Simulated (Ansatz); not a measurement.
# Nb (sc type): how the settings move a single-point run

Question: which choices in the input matter for Nb (sc type)?

Method: reference: DFT, PBE, PAW with Ansatz's default frozen-core files, scalar-relativistic, in Ansatz 0.2.0.

1 further run of the same task is left out (set aside as unsound or not needed).

## Step 1: The system as given

Symmetry: Pm-3m, No. 221, cubic system. Conventional cell: a = 2.054 Å, b = 2.054 Å, c = 2.054 Å, α = 90.00°, β = 90.00°, γ = 90.00°. Nb (site symmetry m-3m) has 6 Nb at 2.05 Å as nearest neighbours.

Coordinates:

```cif
data_structure
_symmetry_space_group_name_H-M 'Pm-3m'
_symmetry_Int_Tables_number 221
_cell_length_a 2.0545
_cell_length_b 2.0545
_cell_length_c 2.0545
_cell_angle_alpha 90.000
_cell_angle_beta 90.000
_cell_angle_gamma 90.000
_cell_volume 8.67
loop_
_atom_site_label
_atom_site_type_symbol
_atom_site_symmetry_multiplicity
_atom_site_Wyckoff_symbol
_atom_site_fract_x
_atom_site_fract_y
_atom_site_fract_z
_atom_site_occupancy
Nb1 Nb 1 a 0.00000 0.00000 0.00000 1
```

## Step 2: The reference run

File input.yaml:

```yaml
crystal:
  lattice:
    - [2.0544737014, 0.0, 0.0]
    - [0.0, 2.0544737014, 0.0]
    - [0.0, 0.0, 2.0544737014]
  atoms:
    - { symbol: Nb, position: [0.0, 0.0, 0.0] }
kpoints:
  mp_grid: { grid: [16, 16, 16] }
  band_path:
    path:
      - [0.0, 0.0, 0.0]
      - [0.0, 0.5, 0.0]
      - [0.5, 0.5, 0.0]
      - [0.0, 0.0, 0.0]
      - [0.5, 0.5, 0.5]
      - [0.0, 0.5, 0.0]
      - [0.5, 0.5, 0.5]
      - [0.5, 0.5, 0.0]
    npoints: 8
scf:
  occupations: { method: fermi_dirac, width: 0.1 }
hamiltonian:
  xc: pbe
  pseudopotentials: { kind: paw }
output:
  forces: true
  stress: true
  eigenvalues: true
  populations: true
  dos: { projected: true, de: 0.2, e_range: [-14, 8] }
```

Started as:

```sh
$ ansatz run input.yaml --threads 1 --pin off --max-ram 2048MiB --backend cpu --events-out ev --progress --plain --runs-dir out
```

## Step 3: Changing settings: chi_scale 0.1, accuracy low

Changes to input.yaml since step 2:

```diff
@@ -22,2 +22,3 @@
   occupations: { method: fermi_dirac, width: 0.1 }
+  initial_density: { chi_scale: 0.1 }
 hamiltonian:
@@ -30,2 +31,2 @@
   populations: true
-  dos: { projected: true, de: 0.2, e_range: [-14, 8] }
+accuracy: low
```

Q: Predict the outcome of this session. Wanted: for each run, ending; energy change; pressure; gap; force.

**Answer**, as computed:

| run | ending | energy change | pressure (GPa) | gap (eV) | force (eV/Å) | cycles | time |
| --- | --- | --- | --- | --- | --- | --- | --- |
| reference | converged | 0 | 585.7 | 0.00 | 0.00 | 7 | 2.1 s |
| 1: chi_scale 0.1, accuracy low | converged | 0.0 meV/atom | 585.7 | 0.00 | 0.00 | 6 | 2 s |

Times don't compare one to one where runs were asked for different outputs or read a saved state (see the inputs); cycles may leave out searches for a lower state.

Residual by cycle in the longest SCF loop of each run; runs are numbered as in the table. The quantity is the density residual dr2, in eV.

| cycle | reference | run 1 |
| --- | --- | --- |
| 1 | 2.43 | 0.0537 |
| 2 | 0.303 | 0.00821 |
| 3 | 0.0103 | 2.8e-4 |
| 4 | 7.2e-5 | 2.2e-6 |
| 5 | 1.8e-5 | 1.0e-8 |
| 6 | 1.6e-6 | 2.5e-11 |
| 7 | 5.2e-9 | - |

What this shows: The changed start doesn't alter the result here (within 0.5 meV/atom). The structure is not at rest: the sound run finds 586 GPa, so these are no properties of the relaxed crystal. 
